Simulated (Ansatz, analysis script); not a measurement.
**Collinear and non-collinear states of Mn3Sn**

Do the moments of Mn3Sn prefer to cant? Several patterns are started on spinors.

Calculated with Ansatz 0.2.0; PBE, PAW set soft_1.

The experiments to compare with:

“Flat band-engineered spin-density wave and the emergent multi-k magnetic state in the topological kagome metal Mn3Sn” (2023, arxiv:2306.04312) quotes from earlier work for Mn3Sn, hexagonal kagome, inverse triangular antiferromagnet (bulk crystal): moment (ordered moment per Mn, earlier study) 3 ± 0.01 μB [literature value from an earlier study, temperature not stated; this work finds about …].

Most raw output is cut from this account.

### 1. The structure

It takes space group P6_3/mmc (No. 194, hexagonal). Conventional cell: a = 5.670 Å, b = 5.670 Å, c = 4.530 Å, α = 90.00°, β = 90.00°, γ = 120.00°. Nearest to Mn lie 4 Sn at 2.79 to 2.84 Å and 8 Mn at 2.80 to 2.84 Å. Nearest to Sn lie 12 Mn at 2.79 to 2.84 Å. Farther neighbours are not listed.

The cell of this run holds 8 atoms, 6 of them with a starting moment; values «a cell» refer to the cell of the run in question.

### 2. Two spin channels first

First a free collinear run, to see which state the typed moments lead to.

input.yaml reads:

```yaml
crystal:
  lattice:
    - [0.0, 0.0, 4.53]
    - [5.67, 0.0, 0.0]
    - [-2.835, 4.9103640395, 0.0]
  atoms:
    - { symbol: Mn, position: [0.25, 0.833, 0.666], spin: 3.5 }
    - { symbol: Mn, position: [0.75, 0.167, 0.833], spin: 3.5 }
    - { symbol: Mn, position: [0.25, 0.334, 0.167], spin: 3.5 }
    - { symbol: Mn, position: [0.75, 0.167, 0.334], spin: 3.5 }
    - { symbol: Mn, position: [0.25, 0.833, 0.167], spin: 3.5 }
    - { symbol: Mn, position: [0.75, 0.666, 0.833], spin: 3.5 }
    - { symbol: Sn, position: [0.25, 0.3333333333, 0.6666666667] }
    - { symbol: Sn, position: [0.75, 0.6666666667, 0.3333333333] }
magnetization:
  spin_polarized: true
kpoints:
  mp_grid: { grid: [6, 6, 6] }
hamiltonian:
  xc: pbe
  pseudopotentials: { kind: paw, azcp: { folder: soft_1 } }
scf:
  occupations: { method: fermi_dirac, width: 0.05 }
  max_iter: 120
  convergence: { dr2_threshold: 1.0e-08 }
  lower_state_search: "off"
output:
  write_density: true
  write_potential: true
  elf: true
  volumetric_format: npy
```

Launch:

```
$ ansatz run input.yaml --threads 2 --pin off --max-ram 5632MiB --backend cpu --events-out ev --progress --plain --runs-dir out
```

The job ended after 27 s (2 threads of Arm Neoverse V1, shared host; peak memory 0.64 GiB; 51 s of CPU time).

Spin moment in the atom's sphere by atom:

```csv
atom,spin moment in the atom's sphere (μB)
Mn1,3.15
Mn2,3.15
Mn3,3.15
Mn4,3.15
Mn5,3.15
Mn6,3.15
Sn7,-0.13
Sn8,-0.13
```

Tables count atoms from 1; parts of the log count from 0.

The run ends ferromagnetic on the main sites, with smaller opposed moments on others, with a net moment of 18.8 μB a cell. Only this order was typed.

Spin density in the bc plane at fractional x = 0.250, with atoms of Mn and Sn within 0.2 Å of it.

Values in e/Å³, 16 rows by 16 columns, each cell a mean:
```
0.0 0.0 0.0 0.1 0.1 0.0 0.0 0.0 0.0 0.0 0.1 0.1 0.1 0.0 0.0 0.0
0.1 0.0 0.0 0.0 0.0 0.0 0.0 0.0 0.0 0.0 0.0 0.0 0.0 0.0 0.1 0.1
0.1 0.0 0.0 0.0 0.0 0.0 0.0 0.0 0.0 0.0 0.0 0.0 0.0 0.2 0.3 0.3
0.2 0.0 0.0 0.0 0.0 0.0 0.0 0.0 0.0 0.0 0.0 0.1 0.3 1.1 1.5 0.7
0.2 0.0 0.0 0.0 0.0 0.0 0.0 0.0 0.0 0.0 0.0 0.3 1.5 4.2 3.6 1.0
0.1 0.0 0.0 0.0 0.0 0.0 0.0 0.0 0.0 0.0 0.1 0.7 3.0 5.0 2.4 0.5
0.0 0.0 0.0 0.0 0.0 0.0 0.0 0.0 0.0 0.0 0.1 0.6 1.6 1.5 0.5 0.1
0.0 0.0 0.0 0.0 0.0 0.0 0.0 0.0 0.0 0.0 0.1 0.2 0.4 0.3 0.1 0.0
0.0 0.0 0.0 0.0 0.0 0.0 0.0 0.0 0.0 0.0 0.0 0.1 0.1 0.0 0.0 0.0
0.1 0.0 0.0 0.0 0.0 0.0 0.1 0.1 0.1 0.0 0.0 0.0 0.0 0.0 0.1 0.1
0.1 0.0 0.0 0.0 0.1 0.2 0.3 0.2 0.1 0.0 0.0 0.0 0.0 0.1 0.3 0.3
0.2 0.0 0.0 0.1 0.3 1.2 1.6 0.7 0.2 0.0 0.0 0.0 0.3 1.1 1.6 0.8
0.1 0.0 0.0 0.2 1.4 4.5 3.5 0.9 0.1 0.0 0.0 0.2 1.6 4.3 3.6 0.9
0.1 0.0 0.1 0.6 2.7 5.0 2.3 0.4 0.1 0.0 0.1 0.6 2.9 4.8 2.3 0.4
0.0 0.0 0.1 0.6 1.6 1.7 0.6 0.1 0.0 0.0 0.1 0.7 1.7 1.6 0.6 0.1
0.0 0.0 0.1 0.2 0.4 0.3 0.1 0.0 0.0 0.0 0.1 0.3 0.4 0.2 0.1 0.0
```
Columns run along b (5.7 Å), rows up along c (5.7 Å). Atoms in or near the plane, at fractional coordinates: Mn at (0.83, 0.67), Mn at (0.33, 0.17), Mn at (0.83, 0.17), Sn at (0.33, 0.67).

Valence density in the bc plane at fractional x = 0.250, with atoms of Mn and Sn within 0.2 Å of it. It is the smooth field of the valence electrons, not physical close to the nuclei.

Ten steps, logarithmic in the rise over the least value, from '_' (0 e/Å³) to '@' (23 e/Å³), each cell a mean:
```
______....____________....______
__________........______________
..______..--==--::..____..::----
::____..==****++--..__..--**##++
::__..--**%%##**::____--##@@@@**
____::++##%%##==..__..++%%@@%%==
____::++##**==::____..++####++..
____::--==--..______..--==--..__
____........__________....______
________________________________
..________::----..______..::----
::____..--**##++::____..==**##++
..____--##@@@@**::____--##@@@@**
____..++%%@@%%==..__..++%%@@%%==
____..++####++..____..++####++..
____..--==--..______..--==--..__
```
Columns run along b (5.7 Å), rows up along c (5.7 Å). Atoms in or near the plane, at fractional coordinates: Mn at (0.83, 0.67), Mn at (0.33, 0.17), Mn at (0.83, 0.17), Sn at (0.33, 0.67).

ELF in the bc plane at fractional x = 0.250, with atoms of Mn and Sn within 0.2 Å of it. It is the smooth field of the valence electrons, not physical close to the nuclei.

Ten even steps from '0' (0.00) to '9' (0.75), each cell a mean:
```
3322234444222233
2344444444444322
2355432334543233
2354310134523675
2343100134336995
2432000244248984
3432002343257742
4433234443234323
4444444333322333
2455532224554322
2355223323653233
2342367533533675
2333699523336995
2324897423258974
3224774233257742
3223432343234323
```
Columns run along b (5.7 Å), rows up along c (5.7 Å). Atoms in or near the plane, at fractional coordinates: Mn at (0.83, 0.67), Mn at (0.33, 0.17), Mn at (0.83, 0.17), Sn at (0.33, 0.67).

### 3. Mesh refined

Levels at the Fermi energy are partly filled, so moments and energy differences can hang on the k-mesh, and the state is solved again on a denser one.

input.yaml, the sections that differ from step 2:

```yaml
crystal:
  lattice:
    - [0.0, 0.0, 4.53]
    - [5.67, 0.0, 0.0]
    - [-2.835, 4.9103640395, 0.0]
  atoms:
    - { symbol: Mn, position: [0.25, 0.833, 0.666], spin: 3.15 }
    - { symbol: Mn, position: [0.75, 0.167, 0.833], spin: 3.15 }
    - { symbol: Mn, position: [0.25, 0.334, 0.167], spin: 3.15 }
    - { symbol: Mn, position: [0.75, 0.167, 0.334], spin: 3.15 }
    - { symbol: Mn, position: [0.25, 0.833, 0.167], spin: 3.15 }
    - { symbol: Mn, position: [0.75, 0.666, 0.833], spin: 3.15 }
    - { symbol: Sn, position: [0.25, 0.3333333333, 0.6666666667] }
    - { symbol: Sn, position: [0.75, 0.6666666667, 0.3333333333] }
kpoints:
  mp_grid: { grid: [9, 8, 8] }
basis:
  ecutwfc: 420.0
checkpoint:
  read: start
  write: ck
  compress: false
  write_wavefunctions: false
  write_every: 100000
# magnetization, hamiltonian, scf: as in step 2
# output: removed
```

Launch:

```
$ ansatz run input.yaml --threads 4 --pin off --max-ram 11264MiB --backend cpu --events-out ev --progress --plain --runs-dir out
```

Wall time 16 s (4 threads); peak memory 0.94 GiB; 61 s of CPU time.

Spin moment in the atom's sphere by atom:

```csv
atom,spin moment in the atom's sphere (μB)
Mn1,3.16
Mn2,3.16
Mn3,3.16
Mn4,3.16
Mn5,3.16
Mn6,3.16
Sn7,-0.13
Sn8,-0.13
```

The run ends ferromagnetic on the main sites, with smaller opposed moments on others, with a net moment of 18.9 μB a cell, against 18.8 μB on the first mesh.

Signs and angles in the names of the patterns follow the order of the magnetic atoms in the input, which need not be their order in space.

In the spinor runs that follow the search for lower states is off.

### 4. Start: ferro

The parallel pattern comes first.

input.yaml, the sections that differ from step 3:

```yaml
crystal:
  lattice:
    - [0.0, 0.0, 4.53]
    - [5.67, 0.0, 0.0]
    - [-2.835, 4.9103640395, 0.0]
  atoms:
    - { symbol: Mn, position: [0.25, 0.833, 0.666], spin: 3.16, spin_axis: [0.0, 0.0, 1.0] }
    - { symbol: Mn, position: [0.75, 0.167, 0.833], spin: 3.16, spin_axis: [0.0, 0.0, 1.0] }
    - { symbol: Mn, position: [0.25, 0.334, 0.167], spin: 3.16, spin_axis: [0.0, 0.0, 1.0] }
    - { symbol: Mn, position: [0.75, 0.167, 0.334], spin: 3.16, spin_axis: [0.0, 0.0, 1.0] }
    - { symbol: Mn, position: [0.25, 0.833, 0.167], spin: 3.16, spin_axis: [0.0, 0.0, 1.0] }
    - { symbol: Mn, position: [0.75, 0.666, 0.833], spin: 3.16, spin_axis: [0.0, 0.0, 1.0] }
    - { symbol: Sn, position: [0.25, 0.3333333333, 0.6666666667] }
    - { symbol: Sn, position: [0.75, 0.6666666667, 0.3333333333] }
magnetization:
  noncollinear: true
# kpoints, hamiltonian, scf, basis: as in step 3
# checkpoint: removed
```

Launch:

```
$ ansatz run input.yaml --threads 2 --pin off --max-ram 5632MiB --backend cpu --events-out ev --progress --plain --runs-dir out
```

Wall time 2.7 min (2 threads); peak memory 1.6 GiB.

It ends ferromagnetic; the largest site carries 3.16 μB.

Spin moment in the atom's sphere by atom:

```csv
atom,x (μB),y (μB),z (μB),size
Mn1,0.00,0.00,3.16,3.16
Mn2,0.00,0.00,3.16,3.16
Mn3,0.00,0.00,3.16,3.16
Mn4,0.00,0.00,3.16,3.16
Mn5,0.00,0.00,3.16,3.16
Mn6,0.00,0.00,3.16,3.16
Sn7,0.00,0.00,-0.13,0.13
Sn8,0.00,0.00,-0.13,0.13
```

### 5. Start: random 2

Random directions favour no pattern, so the moments can find one that was not thought of.

input.yaml, the sections that differ from step 4:

```yaml
crystal:
  lattice:
    - [0.0, 0.0, 4.53]
    - [5.67, 0.0, 0.0]
    - [-2.835, 4.9103640395, 0.0]
  atoms:
    - { symbol: Mn, position: [0.25, 0.833, 0.666], spin: 3.16, spin_axis: [0.610025, -0.783989, -0.115022] }
    - { symbol: Mn, position: [0.75, 0.167, 0.833], spin: 3.16, spin_axis: [-0.696157, 0.694457, 0.181918] }
    - { symbol: Mn, position: [0.25, 0.334, 0.167], spin: 3.16, spin_axis: [0.196042, 0.833031, -0.517326] }
    - { symbol: Mn, position: [0.75, 0.167, 0.334], spin: 3.16, spin_axis: [0.675582, -0.332851, 0.657875] }
    - { symbol: Mn, position: [0.25, 0.833, 0.167], spin: 3.16, spin_axis: [-0.176904, -0.658909, 0.731125] }
    - { symbol: Mn, position: [0.75, 0.666, 0.833], spin: 3.16, spin_axis: [-0.739459, 0.126914, -0.66113] }
    - { symbol: Sn, position: [0.25, 0.3333333333, 0.6666666667] }
    - { symbol: Sn, position: [0.75, 0.6666666667, 0.3333333333] }
output:
  write_density: true
  write_potential: true
  elf: true
  volumetric_format: npy
# kpoints, hamiltonian, scf, basis, magnetization: as in step 4
```

Run time: 56 min. Hardware: 2 threads; peak memory 5.3 GiB.

The run was cut off at the time left to it in the session, and no result is taken from it.

### 6. Start: collinear +++---

input.yaml, the sections that differ from step 5:

```yaml
crystal:
  lattice:
    - [0.0, 0.0, 4.53]
    - [5.67, 0.0, 0.0]
    - [-2.835, 4.9103640395, 0.0]
  atoms:
    - { symbol: Mn, position: [0.25, 0.833, 0.666], spin: 3.16, spin_axis: [0.0, 0.0, 1.0] }
    - { symbol: Mn, position: [0.75, 0.167, 0.833], spin: 3.16, spin_axis: [0.0, 0.0, 1.0] }
    - { symbol: Mn, position: [0.25, 0.334, 0.167], spin: 3.16, spin_axis: [0.0, 0.0, 1.0] }
    - { symbol: Mn, position: [0.75, 0.167, 0.334], spin: 3.16, spin_axis: [0.0, 0.0, -1.0] }
    - { symbol: Mn, position: [0.25, 0.833, 0.167], spin: 3.16, spin_axis: [0.0, 0.0, -1.0] }
    - { symbol: Mn, position: [0.75, 0.666, 0.833], spin: 3.16, spin_axis: [0.0, 0.0, -1.0] }
    - { symbol: Sn, position: [0.25, 0.3333333333, 0.6666666667] }
    - { symbol: Sn, position: [0.75, 0.6666666667, 0.3333333333] }
# kpoints, hamiltonian, scf, basis, magnetization: as in step 5
# output: removed
```

Elapsed: 7.2 min, on 2 threads; peak memory 2.7 GiB; 14 min of CPU time.

It ends antiferromagnetic; the largest site carries 3.14 μB.

Spin moment in the atom's sphere by atom:

```csv
atom,x (μB),y (μB),z (μB),size
Mn1,0.00,0.00,2.96,2.96
Mn2,0.00,0.00,3.14,3.14
Mn3,0.00,0.00,2.96,2.96
Mn4,0.00,0.00,-2.96,2.96
Mn5,0.00,0.00,-3.14,3.14
Mn6,0.00,0.00,-2.96,2.96
Sn7,0.00,0.00,0.00,0.00
Sn8,0.00,0.00,0.00,0.00
```

### 7. Start: collinear ++-+--

input.yaml, the sections that differ from step 6:

```yaml
crystal:
  lattice:
    - [0.0, 0.0, 4.53]
    - [5.67, 0.0, 0.0]
    - [-2.835, 4.9103640395, 0.0]
  atoms:
    - { symbol: Mn, position: [0.25, 0.833, 0.666], spin: 3.16, spin_axis: [0.0, 0.0, 1.0] }
    - { symbol: Mn, position: [0.75, 0.167, 0.833], spin: 3.16, spin_axis: [0.0, 0.0, 1.0] }
    - { symbol: Mn, position: [0.25, 0.334, 0.167], spin: 3.16, spin_axis: [0.0, 0.0, -1.0] }
    - { symbol: Mn, position: [0.75, 0.167, 0.334], spin: 3.16, spin_axis: [0.0, 0.0, 1.0] }
    - { symbol: Mn, position: [0.25, 0.833, 0.167], spin: 3.16, spin_axis: [0.0, 0.0, -1.0] }
    - { symbol: Mn, position: [0.75, 0.666, 0.833], spin: 3.16, spin_axis: [0.0, 0.0, -1.0] }
    - { symbol: Sn, position: [0.25, 0.3333333333, 0.6666666667] }
    - { symbol: Sn, position: [0.75, 0.6666666667, 0.3333333333] }
# kpoints, hamiltonian, scf, basis, magnetization: as in step 6
```

The job ended after 7.4 min (2 threads; peak memory 2.7 GiB).

It ends antiferromagnetic; the largest site carries 3.20 μB.

Spin moment in the atom's sphere by atom:

```csv
atom,x (μB),y (μB),z (μB),size
Mn1,0.00,0.00,3.20,3.20
Mn2,0.00,0.00,2.85,2.85
Mn3,0.00,0.00,-3.08,3.08
Mn4,0.00,0.00,3.08,3.08
Mn5,0.00,0.00,-2.85,2.85
Mn6,0.00,0.00,-3.20,3.20
Sn7,0.00,0.00,0.00,0.00
Sn8,0.00,0.00,0.00,0.00
```

### 8. Start: 120 degrees in the xy plane

input.yaml, the sections that differ from step 7:

```yaml
crystal:
  lattice:
    - [0.0, 0.0, 4.53]
    - [5.67, 0.0, 0.0]
    - [-2.835, 4.9103640395, 0.0]
  atoms:
    - { symbol: Mn, position: [0.25, 0.833, 0.666], spin: 3.16, spin_axis: [1.0, 0.0, 0.0] }
    - { symbol: Mn, position: [0.75, 0.167, 0.833], spin: 3.16, spin_axis: [-0.5, 0.866025, 0.0] }
    - { symbol: Mn, position: [0.25, 0.334, 0.167], spin: 3.16, spin_axis: [-0.5, -0.866025, 0.0] }
    - { symbol: Mn, position: [0.75, 0.167, 0.334], spin: 3.16, spin_axis: [1.0, 0.0, 0.0] }
    - { symbol: Mn, position: [0.25, 0.833, 0.167], spin: 3.16, spin_axis: [-0.5, 0.866025, 0.0] }
    - { symbol: Mn, position: [0.75, 0.666, 0.833], spin: 3.16, spin_axis: [-0.5, -0.866025, 0.0] }
    - { symbol: Sn, position: [0.25, 0.3333333333, 0.6666666667] }
    - { symbol: Sn, position: [0.75, 0.6666666667, 0.3333333333] }
# kpoints, hamiltonian, scf, basis, magnetization: as in step 7
```

The job ended after 9.5 min (2 threads; peak memory 2.7 GiB; 19 min of CPU time).

It ends coplanar compensated; the largest site carries 3.20 μB.

### 9. Start: random 1

input.yaml, the sections that differ from step 8:

```yaml
crystal:
  lattice:
    - [0.0, 0.0, 4.53]
    - [5.67, 0.0, 0.0]
    - [-2.835, 4.9103640395, 0.0]
  atoms:
    - { symbol: Mn, position: [0.25, 0.833, 0.666], spin: 3.16, spin_axis: [-0.529463, 0.834039, -0.155077] }
    - { symbol: Mn, position: [0.75, 0.167, 0.833], spin: 3.16, spin_axis: [-0.286248, 0.942277, 0.173715] }
    - { symbol: Mn, position: [0.25, 0.334, 0.167], spin: 3.16, spin_axis: [-0.722368, -0.641461, -0.258288] }
    - { symbol: Mn, position: [0.75, 0.167, 0.334], spin: 3.16, spin_axis: [0.018742, 0.222792, 0.974686] }
    - { symbol: Mn, position: [0.25, 0.833, 0.167], spin: 3.16, spin_axis: [0.886527, -0.147342, 0.438589] }
    - { symbol: Mn, position: [0.75, 0.666, 0.833], spin: 3.16, spin_axis: [0.397636, -0.832499, -0.385787] }
    - { symbol: Sn, position: [0.25, 0.3333333333, 0.6666666667] }
    - { symbol: Sn, position: [0.75, 0.6666666667, 0.3333333333] }
# kpoints, hamiltonian, scf, basis, magnetization: as in step 8
```

The job ended after 56 min (2 threads; peak memory 5.3 GiB).

The run was cut off at the time left to it in the session, and no result is taken from it.

### 10. The textures side by side

The last two columns average e·e over the pairs of the two nearest shells of magnetic atoms: 1 is parallel, −1 opposed.

The states reached:

```csv
start,final state,energy (meV/magnetic atom),net moment (μB/cell),mean moment (μB),least moment (μB),typed angles to the first (deg),final angles to the first (deg),triple product of the first three,"mean cosine, nearest magnetic neighbours",second shell
ferro,ferromagnetic,141.4,18.92,3.156,3.156,0 0 0 0 0,0 0 0 0 0,0,1,1
collinear +++---,antiferromagnetic,185,0,3.022,2.962,0 0 180 180 180,0 0 180 180 180,0,0,-1
collinear ++-+--,antiferromagnetic,105.1,0,3.042,2.848,0 180 0 180 180,0 180 0 180 180,0,-0.33,0.33
120 degrees in the xy plane,coplanar compensated,0,1.00e-4,3.197,3.197,120 120 0 120 120,120 120 0 120 120,0,-0.5,1
```

### 11. Outcome

| Item | Value |
| --- | --- |
| lowest state found | coplanar compensated |
| mean cosine between nearest magnetic neighbours there | -0.5 |
| net moment of the lowest state | 1.0e-4 μB a cell |
| mean moment in the lowest state | 3.20 μB |

The lowest state found is coplanar compensated, reached from the start «120 degrees in the xy plane», 105 meV a magnetic atom under the next one (antiferromagnetic). The lowest collinear state among those run (antiferromagnetic) lies 105 meV a magnetic atom above a non-collinear one. No result came from «random 2» and «random 1». Without spin–orbit coupling only the angles between moments count. Only the listed patterns were tried. The 6 spinor runs took 2.3 h of wall time, added up. Computed site moments are spin alone, inside a sphere; measured ones hold the orbital part and are lowered by fluctuations. Energies are free energies at a smearing of 0.05 eV, and with partly filled levels differences shift, at times strongly, as the smearing goes to zero. In doubt: the program's search for lower states was switched off, so a lower magnetic state than those reached may exist.

Computed beside measured:

| quantity | measured | PBE, PAW set soft_1 |
| --- | --- | --- |
| moment (Mn) (μB) | 3 | 3.20 (+6.6 %) |

Measured values from arxiv:2306.04312 (2023).

How well it matches: The moment is off by +6.6 %. No cell relaxation is part of this session.

[Logs and program files are shortened in this print: banners, set-up blocks, solver, clock and traceback lines can be left out without a mark of their own.]

[Logs are printed without paths, hosts, clocks, repeated set-up lines and the standing remarks that a program may print on its own settings, such as how far it seeks lower states.]

[Hosts, paths, dates, database ids (printed as entryN), source tags and the programs' standing remarks are cut or masked in the printed files.]
